**Q:** I've been asked whether a single sheet of ZrSe₂ would absorb light just above its band gap. I have the calculated bands, but I can't see how to get from this list of energies to an answer.

Kohn–Sham levels of a free-standing ZrSe₂ sheet along Gamma–M–K–Gamma, from Ansatz 0.2.0 with PBE, scalar-relativistic PAW and no spin polarization. The plane-wave cutoff is 420 eV, the k mesh 12×12×1 and the Gaussian smearing 0.02 eV. Levels b are filled and levels a empty, numbered outward from the gap at each point.

| row | band distance (1/Å) | level b3 from the Fermi level (eV) | level b2 from the Fermi level (eV) | level b1 from the Fermi level (eV) | level a1 from the Fermi level (eV) | level a2 from the Fermi level (eV) |
| --- | --- | --- | --- | --- | --- | --- |
| 1 | 0.000 | -1.359 | -0.252 | -0.252 | 0.877 | 0.877 |
| 2 | 0.136 | -1.216 | -0.696 | -0.447 | 0.948 | 1.090 |
| 3 | 0.273 | -1.534 | -0.990 | -0.795 | 0.888 | 1.481 |
| 4 | 0.409 | -2.379 | -1.092 | -0.946 | 0.718 | 1.829 |
| 5 | 0.546 | -2.557 | -1.265 | -1.156 | 0.528 | 2.069 |
| 6 | 0.682 | -2.592 | -1.487 | -1.315 | 0.382 | 2.217 |
| 7 | 0.818 | -2.643 | -1.697 | -1.306 | 0.287 | 2.306 |
| 8 | 0.955 | -2.665 | -1.727 | -1.296 | 0.252 | 2.338 |
| 9 | 1.034 | -2.661 | -1.727 | -1.431 | 0.358 | 2.332 |
| 10 | 1.112 | -2.647 | -1.747 | -1.735 | 0.598 | 2.322 |
| 11 | 1.191 | -2.615 | -2.119 | -1.770 | 0.873 | 2.316 |
| 12 | 1.270 | -2.562 | -2.393 | -1.846 | 1.139 | 2.313 |
| 13 | 1.349 | -2.489 | -2.418 | -1.961 | 1.375 | 2.236 |
| 14 | 1.427 | -2.398 | -2.373 | -2.100 | 1.548 | 2.154 |
| 15 | 1.506 | -2.337 | -2.337 | -2.198 | 1.606 | 2.181 |
| 16 | 1.664 | -2.519 | -2.380 | -1.953 | 1.520 | 1.998 |
| 17 | 1.821 | -2.564 | -2.497 | -1.588 | 1.386 | 1.804 |
| 18 | 1.979 | -2.405 | -2.179 | -1.206 | 1.228 | 1.627 |
| 19 | 2.136 | -2.242 | -1.671 | -0.935 | 1.142 | 1.493 |
| 20 | 2.294 | -1.687 | -1.083 | -0.927 | 1.117 | 1.332 |
| 21 | 2.451 | -1.177 | -0.797 | -0.523 | 1.044 | 1.055 |
| 22 | 2.609 | -1.359 | -0.252 | -0.252 | 0.877 | 0.877 |

**A:** Start with what a row is. An electron in a crystal is a wave spread over all cells, and each point on the path fixes how the phase of that wave changes from one cell to the next. Level b1 is the highest filled level at that point, with b2 and b3 below it; a1 is the lowest empty level, with a2 above it. Row 1 is the point Gamma, where all cells are in phase, row 8 is M, row 15 is K, and row 22 is Gamma again.

**Q:** Then the highest filled level is at Gamma, at −0.252 eV, and the lowest empty one is at M, at +0.252 eV. Is the symmetry about zero significant?

**A:** No, the zero has simply been placed in the middle of the gap. The distance between the two levels is what counts: 0.504 eV. Since they belong to different points, the gap is indirect. A photon carries almost no crystal momentum, so it can't take an electron from Gamma to M without help, usually from a lattice vibration.

**Q:** What does light need if it gets no such help?

**A:** It needs a filled and an empty level at the same point. The smallest such distance on the path is 1.129 eV, at Gamma. In this band picture, absorption just above the indirect gap is therefore weak, and absorption without such help can't begin until a little more than twice that energy. Don't compare either number directly with a measured spectrum. This type of density functional usually makes gaps too small, while the attraction between the excited electron and the hole it leaves behind, which is strong in a thin sheet and lowers the energy needed, is left out.

**Q:** Why is the highest filled level at Gamma in the first place?

**A:** Think about the chemistry. Zirconium formally gives its four valence electrons to selenium, so the filled bands are mainly Se p and the empty ones mainly Zr d. That assignment is established chemistry for this material; the energies alone don't show it. Don't take the formal count literally: the population analysis of the same run leaves about 2.7 d electrons on Zr, so the filled bands as a whole carry a good share of Zr d. Now take p orbitals lying in the plane of a selenium layer, and give them all the same phase, as Gamma demands. Along the direction in which they point, the positive lobe of one atom meets the negative lobe of the next, which is an antibonding contact and raises the energy.

**Q:** And away from Gamma the phases change, so the contacts improve?

**A:** Yes, and you can count it. Each Se atom has six neighbours in its own layer. Give every neighbour a weight equal to the squared cosine of the angle between the p orbital and the line to that neighbour, so that only head-to-tail contact counts. Multiply by +1 if the neighbour is in phase and by −1 if it is reversed, then add up. A high sum means a high, antibonding level.

At Gamma the sum is 3 for either in-plane orbital. At M, the atoms in one set of parallel rows stay in phase, while adjacent rows are reversed. An orbital pointing along its own row keeps two full antibonding contacts and gains four reversed ones of weight ¼, so its sum is 2 − 1 = 1. An orbital pointing across the rows has only the four reversed contacts, each of weight ¾, and ends at −3.

**Q:** So one orbital should fall slowly on the way to M and the other quickly. Is that visible?

**A:** It is visible at once. At Gamma b1 and b2 coincide, as two equivalent in-plane orbitals should. By row 2, b1 has dropped by 0.195 eV and b2 by 0.444 eV. The orbital pointing along the direction of travel is the fast one, according to the count.

**Q:** What does the count say for K?

**A:** There the phases of the six neighbours average to −½, which gives a sum of −1.5 for both orbitals. The upper branch should therefore be highest at Gamma, lower at M and lower still at K. The table agrees with that order: b1 lies 1.044 eV below its Gamma value at M and 1.946 eV below it at K.

The count fails in a detail, though. It leaves a pair on top at K, whereas the calculation has a single level there, with a pair just below it. The count treats one selenium layer on its own, and the real sheet has two, coupled to each other and to the zirconium between them; the nearest Se atoms of the other layer are almost as close as those of the same layer. Trust it for the order of the points, not for the fine structure at each one.

**Q:** Does the zirconium do anything to the top pair at Gamma?

**A:** Less than you might think, and symmetry is the reason. The sheet has a centre of inversion on each Zr atom. The Zr d orbitals are even under inversion, while the top Se pair at Gamma is odd, so the two can't mix. Another Se p pair is even; it can mix with the d orbitals and is pushed down by them. The same calculation has a second filled pair at Gamma about 2.5 eV lower, which fits this argument.

**Q:** You keep speaking of pairs. Will they survive in a real sheet?

**A:** The top pair will not survive intact. This calculation leaves out spin–orbit coupling, which splits such an orbital pair, here by a few tenths of an electronvolt as a rough guide. One half moves up, so both the indirect gap and the direct gap at Gamma become narrower. The valence top should stay at Gamma: the upward push is strongest where the two levels coincide, and M and K lie much further down than the size of the splitting.

**Q:** Now the empty levels. Why is the lowest one at M rather than at Gamma?

**A:** Symmetry supplies half of the answer. At Gamma the sheet's threefold axis makes a1 and a2 equal. A wave with the phases of M singles out one set of rows, so the threefold axis is lost and no pair is protected there. By M, a1 has come down by 0.625 eV and a2 has gone up by 1.461 eV.

The drop of a1 is what makes the gap indirect: take the direct gap at Gamma, subtract that drop, and you have the indirect gap. Symmetry permits the splitting but doesn't fix its size, nor does it require the lower branch to end below Gamma. That depends on how the d orbitals of neighbouring Zr atoms couple, both directly and through selenium.

**Q:** Yet a1 doesn't go straight down. It rises from 0.877 to 0.948 eV in row 2 before it falls.

**A:** That small rise makes Gamma a side valley of the conduction band. A likely reason is repulsion from the filled levels. Exactly at Gamma, inversion forbids the odd top pair and the even empty pair to mix; a short way off, they can, and two levels that mix push each other apart. The top filled pair does fall while the empty pair rises, as this would require, but other couplings could produce the same pattern. Farther out, whatever pulls a1 down towards M wins.

**Q:** What does the valley at M look like? The electrons will collect there.

**A:** It is a long, narrow trough. Going from M towards Gamma, the floor rises gently; going towards K, it rises steeply. The usual measure is the effective mass m, which says how sluggishly an electron responds to a force. Near the bottom of a valley the energy rises by ΔE = ħ²q²/(2m), where q is the distance from M along the path, so a steep wall means a light electron.

Take the step towards K, from row 8 to row 9. The distance q is 0.079 Å⁻¹ and the energy rises by 0.358 − 0.252 = 0.106 eV. For a free electron ħ²/(2m) is 3.81 eV Å². The mass is then 3.81 × 0.079² / 0.106, or about 0.22 free-electron masses.

**Q:** And the same sum towards Gamma, with row 7?

**A:** It gives about 2.0, so the electron is nine times heavier in that direction. These are estimates from a single step each. If you use two steps instead, the light mass becomes 0.27 and the heavy one 2.2, because the valley isn't a perfect parabola. The strong contrast survives.

**Q:** Would a transistor then have to be aligned with the crystal?

**A:** Not for that reason, as long as the sheet is undistorted. There are three equivalent M valleys, turned by 120° from one another. With equal numbers of electrons in each, their light and heavy directions add up to the same conductivity along every direction in the plane. The anisotropy belongs to the single valley.

**Q:** One thing still bothers me. Level b3 climbs from row 1 to row 2 and then plunges. What happens to the bonding there?

**A:** Nothing sudden. The columns are sorted by energy at each point, so a column can change from one band to another. Follow the slope instead of the column: the fast branch goes from −0.252 to −0.696 eV in b2, then continues to −1.534 and −2.379 eV in b3. It falls smoothly over these rows. After row 4 the column b3 flattens because the fast branch has left it: in the deeper levels of the run it passes under the upper half of the lower Se pair, and b3 follows that nearly flat band to M.

The other branch starts as b3 at Gamma, rises, and continues as b2 in row 3. What looked like a kink is two branches exchanging places in the ranking.

They don't truly cross here, and symmetry tells you why. The rising branch starts as a single level at Gamma, so it must come from Se p orbitals that point out of the sheet; the in-plane ones form pairs there. A mirror plane contains the path from Gamma to M, and it leaves both these orbitals and the in-plane ones along the path unchanged. Levels that behave alike under every symmetry of the path can mix, so they turn away from each other and swap character. The slopes show the rising branch going on to overtake the slow one: it is b1 in rows 4 and 5, while the slow branch runs through b2 (−1.092 and −1.265 eV) and is b1 again from row 6 to M. The slow orbital points across the mirror plane and changes sign under it, so these two are expected to cross freely. On the way back from K the fast and the out-of-plane branch exchange places too, and b3 peaks in row 21, just before Gamma. That path has a twofold axis instead of a mirror, the two behave oppositely under it, and there a true crossing is expected.

**Q:** Then row 10 must be another case. There b1 and b2 almost touch.

**A:** Yes, they are 0.012 eV apart. Before that row b1 is steep and b2 nearly flat; after it, b2 is steep and b1 nearly flat. The points alone show only that any gap between the two bands is no wider than this. Symmetry says more: at M the slow branch changes sign under the mirror and the out-of-plane one doesn't. If the two have the same parity under inversion there, they behave oppositely under the twofold axis along M–K, and a true crossing is expected. I wouldn't lean on a spacing that small in any case, since the run also warned of a rough exchange–correlation potential in the thin density around the sheet, and its effect on the levels hasn't been tested. The bend of a2 near K has a related origin: a third empty level, not in the table, comes down from M to meet it and forms a pair with it at K.

**Q:** So if I meet a similar sheet, what can I work out before calculating anything?

**A:** If its filled bands are chalcogen p, count the head-to-tail contacts, and you have a first guess for the valence top, though we have tried it on this one sheet only. Look for protected pairs where the threefold axis survives, and follow slopes rather than columns. The conduction bottom is harder, because symmetry alone doesn't place it. Here the open question is which coupling pulls a1 down at M: the direct one between zirconium atoms or the one through selenium. Comparing the Zr d and Se p shares of that level at Gamma and at M would be the first step towards an answer.
